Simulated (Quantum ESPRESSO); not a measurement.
A calculation with Quantum ESPRESSO 7.5 of TiB2 (native input, structure typed inline):

Contents of pw.in:

```
&CONTROL
  calculation = 'scf'
  prefix = 'pwscf'
  outdir = './tmp'
  pseudo_dir = './pseudo'
  tprnfor = .true.
  tstress = .true.
  disk_io = 'low'
/
&SYSTEM
  ibrav = 0
  celldm(1) = 8
  nat = 3
  ntyp = 2
  ecutwfc = 45
  ecutrho = 360
  nbnd = 15
  occupations = 'smearing'
  smearing = 'fd'
  degauss = 0.00367493
/
&ELECTRONS
  conv_thr = 6d-10
  electron_maxstep = 120
  mixing_beta = 0.5
/
ATOMIC_SPECIES
Ti    47.8670 ti_pbesol_v1.4.uspp.F.UPF
B     10.8100 b_pbesol_v1.4.uspp.F.UPF
CELL_PARAMETERS alat
  0.7155447970895   0.0000000000000   0.0000000000000
 -0.3577723985448   0.6196799718150   0.0000000000000
  0.0000000000000   0.0000000000000   0.7625989775927
ATOMIC_POSITIONS crystal
Ti     0.0000000000    0.0000000000    0.0000000000
B      0.6666666667    0.3333333333    0.5000000000
B      0.3333333333    0.6666666667    0.5000000000
K_POINTS automatic
10 10 8 0 0 0
```

pp_density.in

```
&INPUTPP
  prefix = 'pwscf'
  outdir = './tmp'
  filplot = 'density.dat'
  plot_num = 0
/
&PLOT
  nfile = 1
  filepp(1) = 'density.dat'
  iflag = 3
  output_format = 6
  fileout = 'density.cube'
/
```

The input pp_potential.in:

```
&INPUTPP
  prefix = 'pwscf'
  outdir = './tmp'
  filplot = 'potential.dat'
  plot_num = 11
/
&PLOT
  nfile = 1
  filepp(1) = 'potential.dat'
  iflag = 3
  output_format = 6
  fileout = 'potential.cube'
/
```

Potentials or basis: GBRV 1.5 PBEsol.

The run is started by

```sh
$ OMP_NUM_THREADS=1 mpirun -n 2 pw.x -nk 2 -in pw.in > pw.out
$ OMP_NUM_THREADS=1 mpirun -n 1 pp.x -in pp_density.in > pp_density.out
$ OMP_NUM_THREADS=1 mpirun -n 1 pp.x -in pp_potential.in > pp_potential.out
```

Question: Write the same calculation in another form: ASE script, structure from a POSCAR.

Answer: As run:

File run.py:

```python
import numpy as np
from ase.calculators.espresso import Espresso, EspressoProfile
from ase.io import read

atoms = read('POSCAR')

input_data = {
    'control': {'calculation': 'scf', 'prefix': 'pwscf', 'outdir': './tmp', 'tprnfor': True, 'tstress': True, 'disk_io': 'nowf'},
    'system': {'ecutwfc': 45.0, 'ecutrho': 360.0, 'nbnd': 15, 'occupations': 'smearing', 'smearing': 'fd', 'degauss': 0.00367493},
    'electrons': {'conv_thr': 6e-10, 'electron_maxstep': 120, 'mixing_beta': 0.5},
}
pseudopotentials = {'B': 'b_pbesol_v1.4.uspp.F.UPF', 'Ti': 'ti_pbesol_v1.4.uspp.F.UPF'}
profile = EspressoProfile(command='mpirun -n 2 pw.x -nk 2', pseudo_dir='pseudo')
dft = Espresso(profile=profile, input_data=input_data, pseudopotentials=pseudopotentials, kpts=(10, 10, 8), koffset=(0, 0, 0))
atoms.calc = dft

print(f'energy {atoms.get_potential_energy():.8f} eV')
print('forces (eV/A)')
print(np.round(atoms.get_forces(), 6))
print('stress (eV/A^3, Voigt)')
print(np.round(atoms.get_stress(), 8))
print(f'Fermi level {dft.get_fermi_level():.4f} eV')
```

The input POSCAR:

```
TiB2
1.0
    3.0292000000      0.0000000000      0.0000000000
   -1.5146000000      2.6233641531      0.0000000000
    0.0000000000      0.0000000000      3.2284000000
Ti B
1 2
Direct
    0.0000000000      0.0000000000      0.0000000000
    0.6666666667      0.3333333333      0.5000000000
    0.3333333333      0.6666666667      0.5000000000
```

Potentials or basis: GBRV 1.5 PBEsol.

Run with:

```console
$ OMP_NUM_THREADS=1 python run.py
```

Both were run:

|  | native input, structure typed inline | ASE script, structure from a POSCAR |
| --- | --- | --- |
| Pressure | -4.9 GPa | -4.9 GPa |
| Band gap on the k mesh | none (metal or under the smearing width) | none (metal or under the smearing width) |

Keys that steer only the numerical path or the files written may differ.
